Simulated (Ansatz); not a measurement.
Ta under changes of volume

One of the cells (18.819 Å³/atom); the others are scaled copies at fixed shape and fractional positions:

```xyz
2
Lattice="2.9004 0.0000 0.0000 -1.4502 2.5118 0.0000 0.0000 0.0000 5.1663" Properties=species:S:1:pos:R:3 pbc="T T T"
Ta    0.0000    1.6745    1.2916
Ta    1.4502    0.8373    3.8747
```

This isn't the form of Ta at room conditions, which is bcc.

| Item | Value |
| --- | --- |
| Program | Ansatz 0.2.0 |
| Functional | r2SCAN |
| Potentials or basis | Ansatz PAW |
| Cutoff | 500 eV (not typed: the program's choice for these potentials) |
| k mesh | 11 × 11 × 5 |
| Occupations | fermi-dirac, width 0.05 eV |
| Spin | no spin polarisation |

```tsv
volume (Å³/atom)	energy over the lowest point (meV/atom)	pressure (GPa)
17.689	21.34	9.3
18.066	?	?
18.442	0.00	0.3
18.819	4.13	-3.6
19.195	16.93	-7.1
19.571	37.61	-10.3
19.948	65.45	-13.2
```

What does the run at 18.066 Å³/atom give?

Energy over the lowest point 5.41 meV/atom; pressure 4.5 GPa.

Worked out: A Birch-Murnaghan fit of order 3 (a polynomial in V^(-2/3)) to the other rows has its minimum at 18.46 Å³/atom with B0 = V·E''(V) = 198 GPa and B' = 3.8 at fixed shape and positions, which overstates the stiffness. It gives 5.39 meV/atom at 18.066 Å³/atom, against the run's 5.41, and -dE/dV = 4.5 GPa, against 4.5.

Energies are extrapolated to zero smearing.

Caveats: the PAW data sets come from PBE, with cores solved anew for the run's functional, which leaves a small shift of forces and pressure.
